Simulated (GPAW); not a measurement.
# InGaAs2 (P-4m2) in GPAW: a series of runs

The runs below take InGaAs2 through band structure, with PBEsol, LDA.

All numbers are computed with GPAW 26.7.0; they aren't measurements. Logs are shortened: lines on timing, memory, paths and dates and some standing lists are left out, and cuts for length are marked. The log counts tension as positive stress, the text compression.

## (1) The structure

It takes space group P-4m2 (No. 115, tetragonal). Conventional cell: a = 4.225 Å, b = 4.225 Å, c = 5.962 Å, α = 90.00°, β = 90.00°, γ = 90.00°. In (site symmetry -4m2) has 4 As at 2.65 Å as nearest neighbours. As (site symmetry 2mm) is surrounded by 2 Ga at 2.52 Å and 2 In at 2.65 Å. Around Ga (site symmetry -4m2) lie 4 As at 2.52 Å.

The cell comes from a database or a generator and needn't be the stable form of this composition.

## (2) Band structure, PBEsol

File run.py:

```python
from ase import Atoms
from ase.dft.bandgap import bandgap
from ase.io import write
from ase.units import GPa
from gpaw import GPAW, PW, setup_paths

setup_paths.insert(0, '.')

atoms = Atoms(['In', 'As', 'As', 'Ga'],
              cell=[[4.2250012014, 0.0, 0.0],
                    [0.0, 4.2250012014, 0.0],
                    [0.0, 0.0, 5.962148]],
              scaled_positions=[[0.0, 0.0, 0.5],
                                [0.0, 0.5, 0.231525],
                                [0.5, 0.0, 0.768475],
                                [0.5, 0.5, 0.0]],
              pbc=True)

calc = GPAW(mode=PW(600),
            xc='PBEsol',
            kpts={'size': (5, 5, 4), 'gamma': True},
            occupations={'name': 'fermi-dirac', 'width': 0.05},
            nbands=25,
            convergence={'density': 1e-05, 'energy': 1e-05},
            maxiter=150,
            txt='gpaw.txt')
atoms.calc = calc
energy = atoms.get_potential_energy()
forces = atoms.get_forces()
stress = atoms.get_stress()
calc.write('gs.gpw')
write('result.traj', atoms)
print(f'Energy: {energy:.6f} eV')
print('Forces (eV/A):')
print(forces.round(4))
print('Stress (GPa):', (stress / GPa).round(3))
print('Fermi level:', round(calc.get_fermi_level(), 4), 'eV')
print(f'Gap: {bandgap(calc)[0]:.4f} eV, direct: {bandgap(calc, direct=True)[0]:.4f} eV')

path = atoms.cell.bandpath('GXMGZRAZ,XR,MA', npoints=60, eps=1e-4)
bs_calc = calc.fixed_density(kpts=path, symmetry='off', nbands=44,
                             convergence={'bands': 'CBM+6.0', 'eigenstates': 1e-6}, txt='bands.txt')
bs = bs_calc.band_structure()
bs.write('bs.json')
print(f'Gap on the path: {bandgap(bs_calc)[0]:.4f} eV')
```

Potentials or basis: PAW data sets generated in the run's folder for this functional, pw.

On the command line:

```bash
$ gpaw-setup -f PBEsol As Ga In
$ OMP_NUM_THREADS=1 python run.py
```

gpaw.txt:

```text
__  _  _
 | _ |_)|_||  |
 |__||  | ||/\| - 26.7.0

Input parameters:
  mode=PW(ecut=600.0),
  convergence={'density': 1e-05, 'energy': 1e-05},
  kpts=MonkhorstPack(size=(5, 5, 4), gamma=True),
  maxiter=150,
  nbands=25,
  occupations=Occupations(name='fermi-dirac', width=0.05),
  xc=XC(name='PBEsol')

Diagonalizing LCAO Hamiltonian
Converting LCAO to pw mode
    .---------.
   /|         |
  / |         |
 *  |         |
 |  |         |
 |  | As      |
 In |         |
 | As---------.
 | /   Ga    /
 |/         /
 *---------*

Atoms  # Å, Bohr magnetons
|   | symbol |        x |        y |        z |    initial magnetic moments |
|---|--------|----------|----------|----------|-----------------------------|
| 0 |     In | 0.000000 | 0.000000 | 2.981074 | ( 0.0000,  0.0000,  0.0000) |
| 1 |     As | 0.000000 | 2.112501 | 1.380386 | ( 0.0000,  0.0000,  0.0000) |
| 2 |     As | 2.112501 | 0.000000 | 4.581762 | ( 0.0000,  0.0000,  0.0000) |
| 3 |     Ga | 2.112501 | 2.112501 | 0.000000 | ( 0.0000,  0.0000,  0.0000) |

Unit cell  # Å
| periodic |        x |        y |        z |  lengths |    angles |
|----------|----------|----------|----------|----------|-----------|
|      yes | 4.225001 | 0.000000 | 0.000000 | 4.225001 | 90.000000 |
|      yes | 0.000000 | 4.225001 | 0.000000 | 4.225001 | 90.000000 |
|      yes | 0.000000 | 0.000000 | 5.962148 | 5.962148 | 90.000000 |

Number of symmetries: 8
Symmetry operations  # r_c * U_cc + t_c -> r_c
|   | kind |            matrix            |
|---|------|------------------------------|
| 0 |  E   |  1, 0, 0,  0, 1, 0,  0, 0, 1 |
| 1 |  σ   |  1, 0, 0,  0,-1, 0,  0, 0, 1 |
| 2 |  C2  |  0, 1, 0,  1, 0, 0,  0, 0,-1 |
| 3 |  S4  |  0, 1, 0, -1, 0, 0,  0, 0,-1 |
| 4 |  S4  |  0,-1, 0,  1, 0, 0,  0, 0,-1 |
| 5 |  C2  |  0,-1, 0, -1, 0, 0,  0, 0,-1 |
| 6 |  σ   | -1, 0, 0,  0, 1, 0,  0, 0, 1 |
| 7 |  C2  | -1, 0, 0,  0,-1, 0,  0, 0, 1 |

BZ-sampling:
  Number of BZ points: 100
  Number of IBZ points: 18

  Monkhorst-Pack size: [5, 5, 4]
  Monkhorst-Pack shift: [0.0, 0.0, 0.125]

K-points  # in reciprocal-cell coordinates
|     |                                coordinates |     weight |
|-----|--------------------------------------------|------------|
|   0 | (  0.00000000,   0.00000000,   0.00000000) | 0.01000000 |
|   1 | (  0.00000000,   0.00000000,   0.25000000) | 0.02000000 |
|   2 | (  0.00000000,   0.00000000,   0.50000000) | 0.01000000 |
|   3 | (  0.20000000,   0.00000000,   0.00000000) | 0.04000000 |
|   4 | (  0.20000000,   0.00000000,   0.25000000) | 0.08000000 |
|   5 | (  0.20000000,   0.00000000,   0.50000000) | 0.04000000 |
|   6 | (  0.20000000,   0.20000000,   0.00000000) | 0.04000000 |
|   7 | (  0.20000000,   0.20000000,   0.25000000) | 0.08000000 |
|   8 | (  0.20000000,   0.20000000,   0.50000000) | 0.04000000 |
|   9 | (  0.40000000,   0.00000000,   0.00000000) | 0.04000000 |
| ... |                                            |            |
|  17 | (  0.40000000,   0.40000000,   0.50000000) | 0.04000000 |

Plane wave coefficients: 3579
Cutoff: 600.0 eV

Spin-components: 1 (collinear spins)
Bands:           25
Projectors:      21
Spin-degeneracy: 2
Datatype:        complex128

Parallelization:
  kpt:    1
  domain: 1
  band:   1

Density:
  Valence electrons: 26.0
  Components: 1
  Grid points: [24 24 35]
  Charge: 0.0  # |e|

Potential:
  Grid points: [24 24 35]

species:
  In:
    name:    Indium
    Z:       49.0
    valence: 13
    core:    36
    charge:  0.0  # [|e|]
    compensation charges:
      type: gauss
      rc: 0.36  # [Å]
      lmax: 2
    cutoffs:
      filter: 2.09  # [Å]
      core: 2.48  # [Å]
    projectors
    | kind |    occ | energy [eV] | rcut [Å] |
    |------|--------|-------------|----------|
    |   5s |  2.000 |      -8.248 |    1.185 |
    |   5p |  1.000 |      -2.521 |    1.244 |
    |   4d | 10.000 |     -18.596 |    1.148 |
    |    s |        |      18.964 |    1.185 |
    |    p |        |      24.691 |    1.244 |
    |    d |        |       8.615 |    1.148 |

    Using partial waves for In as LCAO basis

  As:
    name:    Arsenic
    Z:       33.0
    valence: 5
    core:    28
    charge:  0.0  # [|e|]
    compensation charges:
      type: gauss
      rc: 0.33  # [Å]
      lmax: 2
    cutoffs:
      filter: 1.87  # [Å]
      core: 2.96  # [Å]
    projectors
    | kind |    occ | energy [eV] | rcut [Å] |
    |------|--------|-------------|----------|
    |   4s |  2.000 |     -14.495 |    1.058 |
    |   4p |  3.000 |      -5.197 |    1.058 |
    |    s |        |      12.716 |    1.058 |
    |    p |        |      22.014 |    1.058 |
    |    d |        |       0.000 |    1.058 |

    Using partial waves for As as LCAO basis

  Ga:
    name:    Gallium
    Z:       31.0
    valence: 3
    core:    28
    charge:  0.0  # [|e|]
    compensation charges:
      type: gauss
      rc: 0.37  # [Å]
      lmax: 2
    cutoffs:
      filter: 2.06  # [Å]
      core: 4.17  # [Å]
    projectors
    | kind |    occ | energy [eV] | rcut [Å] |
    |------|--------|-------------|----------|
    |   4s |  2.000 |      -8.959 |    1.164 |
    |   4p |  1.000 |      -2.572 |    1.164 |
    |    s |        |      18.252 |    1.164 |
    |    p |        |      24.640 |    1.164 |
    |    d |        |       0.000 |    1.164 |

    Using partial waves for Ga as LCAO basis

Reference energy: -335665.930775  # eV

eigensolver:
  PPCG
  Converge bands: occupied
  niter=2

density mixing:
  MSR1-Mixer
  Pratt-step length: 0.05
  Maximum mixing coefficient: 0.75
  Old densities: 10
  SVD Regularization: 0.005
  Good broyden scale: 1.0
  Trust region scale: 1.0
  Backstep threshold: 4.0
  History deletion threshold: 6.0
  Fourier metric: weight=20.0, sigma=0.015

occupation numbers:
  Fermi-Dirac:
    width: 0.0500  # eV

poisson solver:
  ecut: 4800.0  # eV

xc functional:
  name: PBEsol with 2 nearest neighbor stencil

convergence criteria:
- Maximum integral of absolute [dens]ity change: 1e-05 electrons / valence electron
- Maximum [total energy] change in last 3 cyles: 1e-05 eV / valence electron
- Maximum integral of absolute [eigenst]ate change: 4e-08 eV^2 / valence electron
maximum number of iterations: 150

SCF iterations
|iter     | |      energy | eigst |  dens |
|---------|-|-------------|-------|-------|
|iter:   1| |  -17.961751 | -0.43 |       |
|iter:   2| |  -17.900345 | -2.42 | -1.09 |
|iter:   3| |  -17.648814 | -2.04 | -1.13 |
|iter:   4| |  -17.645603 | -3.55 | -1.73 |
|iter:   5| |  -17.645339 | -4.34 | -2.31 |
|iter:   6| |  -17.645201 | -5.17 | -2.78 |
|iter:   7| |  -17.645216c| -6.24 | -3.22 |
|iter:   8| |  -17.645217c| -7.51c| -3.99 |
|iter:   9| |  -17.645217c| -8.01c| -4.78 |
|iter:  10| |  -17.645217c| -8.40c| -5.45c|

Converged in 10 steps
Energy contributions relative to reference atoms: (reference = -335665.930775)

Energy contributions:
  Kinetic:          35.331142
  Coulomb:         -33.020392
  Zero:              0.144652
  External:          0.000000
  Xc:              -20.099540
  Entropy:          -0.002157
  Spinorbit:         0.000000
  ----------------------------
  Free energy:     -17.646295
  Extrapolated:    -17.645217

dipole moment: (-28.254630, -28.254630, -15.258467)  # |e|*Ang

Fermi level: 4.219
Eigenvalues  # (at kpt = [0.000, 0.000, 0.000])
| band index |      eig [eV] | occ [0-2] |
|------------|---------------|-----------|
|          0 |       -10.052 |     2.000 |
|        ... |               |           |
|          6 |        -5.752 |     2.000 |
|          7 |        -1.888 |     2.000 |
|          8 |         1.795 |     2.000 |
|          9 |         1.795 |     2.000 |
|         10 |         3.794 |     2.000 |
|         11 |         4.080 |     1.885 |
[... 8 lines left out ...]
|         20 |        13.293 |     0.000 |
|         21 |        13.293 |     0.000 |
|        ... |               |           |
|         24 |        14.399 |     0.000 |

No gap
No difference between direct/indirect transitions

Forces  # eV/Ang
|        x |       y |        z |
|----------|---------|----------|
|  0.00000 | 0.00000 |  0.00000 |  # In   0
| -0.00000 | 0.00000 |  0.03718 |  # As   1
|  0.00000 | 0.00000 | -0.03718 |  # As   2
|  0.00000 | 0.00000 |  0.00000 |  # Ga   3

Stress tensor  # eV/Ang^3
|        x |        y |        z |
|----------|----------|----------|
| 0.014901 | 0.000000 | 0.000000 |
| 0.000000 | 0.014901 | 0.000000 |
| 0.000000 | 0.000000 | 0.014897 |

# Writing to gs.gpw (mode='')
```

bands.txt:

```text
Diagonalizing LCAO Hamiltonian
Converting LCAO to pw mode
convergence criteria:
- Maximum integral of absolute [eigenst]ate change: 1e-06 eV^2 / valence electron
maximum number of iterations: 150

SCF iterations
|iter     | |      energy | eigst |  dens |
|---------|-|-------------|-------|-------|
|iter:   1| |             | +1.03 |       |
[... 26 lines left out ...]
         [0.44444444, 0.44444444, 0.        ],
         [0.38888889, 0.38888889, 0.        ],
         [0.33333333, 0.33333333, 0.        ],
         [0.27777778, 0.27777778, 0.        ],
         [0.22222222, 0.22222222, 0.        ],
[... 39 lines left out ...]
         [0.5       , 0.5       , 0.25      ],
         [0.5       , 0.5       , 0.375     ],
         [0.5       , 0.5       , 0.5       ]])),
  maxiter=150,
  nbands=44,
  occupations=Occupations(name='fermi-dirac', width=0.05),
  symmetry=Symmetry(point_group=False, time_reversal=False),
  xc=XC(name='PBEsol')
```

Wall time 85 s (1 thread of Arm Neoverse V2, shared host); peak memory 0.44 GiB.

Results:

```
Free energy             : -17.6463 eV
Pressure                : -2.4 GPa
Largest force           : 0.037 eV/Å
Band gap along the path : none (metal or under the smearing width)
```

Forces on the atoms (eV/Å):
```
In   0.000  0.000  0.000
As   0.000  0.000  0.037
As   0.000  0.000 -0.037
Ga   0.000  0.000  0.000
```

Levels at the corners of the path, in eV from the Fermi level:
```csv
point,band 10,band 11,band 12,band 13,band 14,band 15,band 16,band 17
Γ,-2.42,-0.43,-0.14,-0.02,-0.02,1.51,1.74,3.74
X,-3.02,-2.80,-1.39,-0.85,1.92,2.88,4.76,4.84
M,-2.48,-2.35,-2.35,-2.19,1.46,1.46,1.62,1.93
Γ,-2.42,-0.43,-0.14,-0.02,-0.02,1.51,1.74,3.74
Z,-1.80,-1.80,-1.20,-1.20,1.78,1.96,2.69,3.09
R,-1.35,-1.03,-0.99,-0.76,0.46,0.94,4.26,4.52
A,-3.12,-3.00,-2.91,-2.91,4.06,4.15,4.37,4.37
Z,-1.80,-1.80,-1.20,-1.20,1.78,1.96,2.69,3.09
X,-3.02,-2.80,-1.39,-0.85,1.92,2.88,4.76,4.84
R,-1.35,-1.03,-0.99,-0.76,0.46,0.94,4.26,4.52
M,-2.48,-2.35,-2.35,-2.19,1.46,1.46,1.62,1.93
A,-3.12,-3.00,-2.91,-2.91,4.06,4.15,4.37,4.37
```

Caveat: spin-orbit coupling is left out, which moves the levels of the heavy elements.

## (3) Band structure, LDA

run.py, as its differences from that of step 2:

```diff
@@ -4,5 +4,3 @@
 from ase.units import GPa
-from gpaw import GPAW, PW, setup_paths
-
-setup_paths.insert(0, '.')
+from gpaw import GPAW, PW
 
@@ -19,3 +17,3 @@
 calc = GPAW(mode=PW(600),
-            xc='PBEsol',
+            xc='LDA',
             kpts={'size': (5, 5, 4), 'gamma': True},
```

Potentials or basis: the program's PAW data sets (release 1.2.1) made for this functional, pw.

On the command line:

```bash
$ OMP_NUM_THREADS=1 python run.py
```

gpaw.txt:

```text
__  _  _
 | _ |_)|_||  |
 |__||  | ||/\| - 26.7.0

Input parameters:
  mode=PW(ecut=600.0),
  convergence={'density': 1e-05, 'energy': 1e-05},
  kpts=MonkhorstPack(size=(5, 5, 4), gamma=True),
  maxiter=150,
  nbands=25,
  occupations=Occupations(name='fermi-dirac', width=0.05),
  xc=XC(name='LDA')

Diagonalizing LCAO Hamiltonian
Converting LCAO to pw mode
    .---------.
   /|         |
  / |         |
 *  |         |
 |  |         |
 |  | As      |
 In |         |
 | As---------.
 | /   Ga    /
 |/         /
 *---------*

Atoms  # Å, Bohr magnetons
|   | symbol |        x |        y |        z |    initial magnetic moments |
|---|--------|----------|----------|----------|-----------------------------|
| 0 |     In | 0.000000 | 0.000000 | 2.981074 | ( 0.0000,  0.0000,  0.0000) |
| 1 |     As | 0.000000 | 2.112501 | 1.380386 | ( 0.0000,  0.0000,  0.0000) |
| 2 |     As | 2.112501 | 0.000000 | 4.581762 | ( 0.0000,  0.0000,  0.0000) |
| 3 |     Ga | 2.112501 | 2.112501 | 0.000000 | ( 0.0000,  0.0000,  0.0000) |

Unit cell  # Å
[... 190 lines left out ...]

Energy contributions:
  Kinetic:          35.406493
  Coulomb:         -33.191865
  Zero:              0.137392
  External:          0.000000
  Xc:              -21.038720
  Entropy:          -0.002145
  Spinorbit:         0.000000
  ----------------------------
  Free energy:     -18.688844
  Extrapolated:    -18.687772

dipole moment: (-28.368987, -28.368987, -15.332648)  # |e|*Ang

Fermi level: 4.045
Eigenvalues  # (at kpt = [0.000, 0.000, 0.000])
| band index |      eig [eV] | occ [0-2] |
|------------|---------------|-----------|
|          0 |       -10.219 |     2.000 |
|        ... |               |           |
|          6 |        -5.980 |     2.000 |
|          7 |        -2.110 |     2.000 |
|          8 |         1.625 |     2.000 |
|          9 |         1.625 |     2.000 |
|         10 |         3.470 |     2.000 |
|         11 |         3.903 |     1.891 |
[... 8 lines left out ...]
|         20 |        13.043 |     0.000 |
|         21 |        13.043 |     0.000 |
|        ... |               |           |
|         24 |        14.243 |     0.000 |

No gap
No difference between direct/indirect transitions

Forces  # eV/Ang
|        x |       y |        z |
|----------|---------|----------|
|  0.00000 | 0.00000 |  0.00000 |  # In   0
| -0.00000 | 0.00000 |  0.05634 |  # As   1
|  0.00000 | 0.00000 | -0.05634 |  # As   2
|  0.00000 | 0.00000 |  0.00000 |  # Ga   3

Stress tensor  # eV/Ang^3
|        x |        y |        z |
|----------|----------|----------|
| 0.025447 | 0.000000 | 0.000000 |
| 0.000000 | 0.025447 | 0.000000 |
| 0.000000 | 0.000000 | 0.025615 |

# Writing to gs.gpw (mode='')
```

stdout:

```text
Energy: -18.687772 eV
Forces (eV/A):
[[ 0.      0.      0.    ]
 [-0.      0.      0.0563]
 [ 0.      0.     -0.0563]
 [ 0.      0.      0.    ]]
Stress (GPa): [4.077 4.077 4.104 0.    0.    0.   ]
Fermi level: 4.0454 eV
Gap: 0.0000 eV, direct: 0.0000 eV
Gap on the path: 0.0000 eV
```

bands.txt:

```text
Diagonalizing LCAO Hamiltonian
Converting LCAO to pw mode
convergence criteria:
- Maximum integral of absolute [eigenst]ate change: 1e-06 eV^2 / valence electron
maximum number of iterations: 150

SCF iterations
|iter     | |      energy | eigst |  dens |
|---------|-|-------------|-------|-------|
|iter:   1| |             | +1.03 |       |
[... 26 lines left out ...]
         [0.44444444, 0.44444444, 0.        ],
         [0.38888889, 0.38888889, 0.        ],
         [0.33333333, 0.33333333, 0.        ],
         [0.27777778, 0.27777778, 0.        ],
         [0.22222222, 0.22222222, 0.        ],
[... 39 lines left out ...]
         [0.5       , 0.5       , 0.25      ],
         [0.5       , 0.5       , 0.375     ],
         [0.5       , 0.5       , 0.5       ]])),
  maxiter=150,
  nbands=44,
  occupations=Occupations(name='fermi-dirac', width=0.05),
  symmetry=Symmetry(point_group=False, time_reversal=False),
  xc=XC(name='LDA')
```

Run time: 81 s. Hardware: 1 thread of Arm Neoverse V2, shared host; peak memory 0.44 GiB.

What came out:

| Item | Value |
| --- | --- |
| Free energy | -18.6888 eV |
| Pressure | -4.1 GPa |
| Largest force | 0.056 eV/Å |
| Band gap along the path | none (metal or under the smearing width) |

Forces in eV/Å, atoms in the order of the input:
```
In   0.000  0.000  0.000
As   0.000  0.000  0.056
As   0.000  0.000 -0.056
Ga   0.000  0.000  0.000
```

Levels at the corners of the path, in eV from the Fermi level:
| point | band 9 | band 10 | band 11 | band 12 | band 13 | band 14 | band 15 | band 16 | band 17 | band 18 |
| --- | --- | --- | --- | --- | --- | --- | --- | --- | --- | --- |
| Γ | -2.42 | -2.42 | -0.58 | -0.14 | -0.02 | -0.02 | 1.49 | 1.70 | 3.72 | 3.72 |
| X | -4.98 | -3.02 | -2.80 | -1.39 | -0.85 | 1.86 | 2.81 | 4.73 | 4.80 | 5.18 |
| M | -5.75 | -2.48 | -2.34 | -2.34 | -2.19 | 1.44 | 1.44 | 1.57 | 1.91 | 8.85 |
| Γ | -2.42 | -2.42 | -0.58 | -0.14 | -0.02 | -0.02 | 1.49 | 1.70 | 3.72 | 3.72 |
| Z | -3.97 | -1.79 | -1.79 | -1.20 | -1.20 | 1.74 | 1.93 | 2.63 | 3.02 | 5.93 |
| R | -5.82 | -1.35 | -1.03 | -0.99 | -0.76 | 0.38 | 0.85 | 4.25 | 4.52 | 4.55 |
| A | -5.52 | -3.11 | -2.99 | -2.91 | -2.91 | 4.00 | 4.08 | 4.37 | 4.37 | 4.86 |
| Z | -3.97 | -1.79 | -1.79 | -1.20 | -1.20 | 1.74 | 1.93 | 2.63 | 3.02 | 5.93 |
| X | -4.98 | -3.02 | -2.80 | -1.39 | -0.85 | 1.86 | 2.81 | 4.73 | 4.80 | 5.18 |
| R | -5.82 | -1.35 | -1.03 | -0.99 | -0.76 | 0.38 | 0.85 | 4.25 | 4.52 | 4.55 |
| M | -5.75 | -2.48 | -2.34 | -2.34 | -2.19 | 1.44 | 1.44 | 1.57 | 1.91 | 8.85 |
| A | -5.52 | -3.11 | -2.99 | -2.91 | -2.91 | 4.00 | 4.08 | 4.37 | 4.37 | 4.86 |

Caveat: spin-orbit coupling is left out, which moves the levels of the heavy elements.
